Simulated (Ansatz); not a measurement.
# ZnS (Sphalerite): the cost of one run

Method: DFT, PBE, plane-wave PAW, default files, scalar-relativistic, in Ansatz 0.2.0.

### Step 1. Starting point

It takes space group F-43m (No. 216, cubic). The conventional cell has a = 5.415 Å, b = 5.415 Å, c = 5.415 Å, α = 90.00°, β = 90.00°, γ = 90.00°. Zn (site symmetry -43m) has 4 S at 2.34 Å as nearest neighbours. S (site symmetry -43m) has 4 Zn at 2.34 Å as nearest neighbours.

As a file:

```xyz
2
Lattice="0.0000 2.7073 2.7073 2.7073 0.0000 2.7073 2.7073 2.7073 0.0000" Properties=species:S:1:pos:R:3 pbc="T T T"
Zn    0.0000    0.0000    0.0000
S     1.3536    1.3536    1.3536
```

### Step 2. Single point at the given positions

Input file input.yaml:

```yaml
crystal:
  lattice:
    - [0.0, 2.70725, 2.70725]
    - [2.70725, 0.0, 2.70725]
    - [2.70725, 2.70725, 0.0]
  atoms:
    - { symbol: Zn, position: [0.0, 0.0, 0.0] }
    - { symbol: S, position: [0.25, 0.25, 0.25] }
kpoints:
  mp_grid: { grid: [14, 14, 14] }
scf:
  occupations: { method: fermi_dirac, width: 0.02 }
hamiltonian:
  xc: pbe
  pseudopotentials: { kind: paw }
output:
  forces: true
  stress: true
  populations: true
  efg:
    quadrupole_moments_barn: { Zn: 0.122, S: -0.0694 }
    contact_densities: true
```

Run with:

```console
> ansatz run input.yaml --threads 1 --pin off --max-ram 3072MiB --backend cpu --events-out ev --progress --plain --runs-dir out
```

What time and memory should one allow on 1 thread of Intel Xeon 6975P-C (Granite Rapids), shared host?

About 4.4 s, with a peak of 0.42 GiB.
